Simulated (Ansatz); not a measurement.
**Band table of Se**

```yaml
crystal:
  lattice:
    - [0.00000, 2.16625, 2.16625]
    - [2.16625, 0.00000, 2.16625]
    - [2.16625, 2.16625, 0.00000]
  atoms:
    - { symbol: Se, position: [0.00000, 0.00000, 0.00000] }
```

The structure comes from a relaxation in the same program, started in the fcc type, and has space group Fm-3m. Whether it is a known phase or the ground state wasn't checked.

Theory: DFT, PBE, all-electron LAPW, scalar-relativistic (Ansatz 0.2.0).

The runs use a Γ-centred 16×16×16 k mesh, Fermi–Dirac smearing of 0.03 eV, basis error target 0.25 meV/atom, no spin polarisation.

Path points, in fractions of the reciprocal vectors: Γ (0.000, 0.000, 0.000), X (0.500, 0.000, 0.500), U (0.625, 0.250, 0.625), K (0.375, 0.375, 0.750), L (0.500, 0.500, 0.500), W (0.500, 0.250, 0.750). Levels in eV from the Fermi level; bands 10 to 14, counted from the lowest band of the run. The gap is zero.

```
# k(1/Å) point b10 b11 b12 b13 b14
0.000 Γ -16.04 3.03 3.03 3.03 11.10
0.181 - -15.94 2.59 2.79 2.79 11.37
0.363 - -15.63 1.51 2.19 2.19 10.07
0.544 - -15.13 0.13 1.44 1.44 8.86
0.725 - -14.45 -1.35 0.70 0.70 7.82
0.906 - -13.62 -2.85 0.07 0.07 7.01
1.088 - -12.73 -4.26 -0.40 -0.40 5.90
1.269 - -11.95 -5.37 -0.70 -0.70 5.22
1.450 X -11.61 -5.83 -0.80 -0.80 4.99
1.514 - -11.61 -5.81 -0.90 -0.79 5.06
1.578 - -11.60 -5.77 -1.18 -0.75 5.22
1.643 - -11.59 -5.70 -1.59 -0.69 5.38
1.707 - -11.58 -5.60 -2.05 -0.61 5.54
1.771 - -11.58 -5.47 -2.54 -0.51 5.70
1.835 - -11.58 -5.31 -3.01 -0.39 5.88
1.899 - -11.60 -5.13 -3.44 -0.25 6.08
1.963 U -11.64 -4.92 -3.83 -0.09 6.30
2.074 - -11.68 -4.82 -3.91 -0.20 6.71
2.185 - -11.71 -4.80 -3.77 -0.59 7.58
2.296 - -11.73 -4.83 -3.51 -1.01 8.62
2.407 - -11.74 -4.84 -3.37 -1.21 9.22
2.518 - -11.73 -4.83 -3.51 -1.01 8.62
2.629 - -11.71 -4.80 -3.77 -0.59 7.58
2.740 - -11.68 -4.82 -3.91 -0.20 6.71
2.851 K -11.64 -4.92 -3.83 -0.09 6.30
3.043 - -11.96 -4.53 -4.13 0.49 7.13
3.236 - -12.60 -4.47 -3.12 1.17 8.19
3.428 - -13.44 -3.74 -1.93 1.84 9.47
3.620 - -14.29 -2.52 -0.60 2.41 10.89
3.812 - -15.02 -0.97 0.74 2.78 11.08
4.005 - -15.58 0.74 1.94 2.96 11.04
4.197 - -15.92 2.31 2.75 3.02 11.50
4.389 Γ -16.04 3.03 3.03 3.03 11.10
4.546 - -15.96 2.47 2.97 2.97 11.29
4.703 - -15.73 1.11 2.79 2.79 10.70
4.860 - -15.36 -0.57 2.56 2.56 10.00
5.017 - -14.85 -2.29 2.31 2.31 9.43
5.174 - -14.25 -3.91 2.09 2.09 9.01
5.331 - -13.61 -5.31 1.92 1.92 8.73
5.488 - -13.07 -6.31 1.81 1.81 8.56
5.645 L -12.84 -6.69 1.77 1.77 8.51
5.773 - -12.81 -6.63 1.41 1.69 8.84
5.902 - -12.69 -6.47 0.52 1.41 9.52
6.030 - -12.50 -6.20 -0.56 0.95 9.35
6.158 - -12.26 -5.83 -1.64 0.32 9.05
6.286 - -12.00 -5.37 -2.60 -0.43 9.04
6.414 - -11.74 -4.84 -3.37 -1.21 9.22
6.543 - -11.55 -4.32 -3.88 -1.90 9.47
6.671 W -11.48 -4.06 -4.06 -2.23 9.59
6.761 - -11.49 -4.46 -3.61 -2.18 9.30
6.852 - -11.50 -4.81 -3.13 -2.06 8.61
6.943 - -11.52 -5.12 -2.63 -1.86 7.77
7.033 - -11.55 -5.37 -2.12 -1.61 6.93
7.124 - -11.57 -5.57 -1.63 -1.33 6.17
7.215 - -11.59 -5.71 -1.20 -1.07 5.55
7.305 - -11.60 -5.80 -0.91 -0.87 5.14
7.396 X -11.61 -5.83 -0.80 -0.80 4.99
```
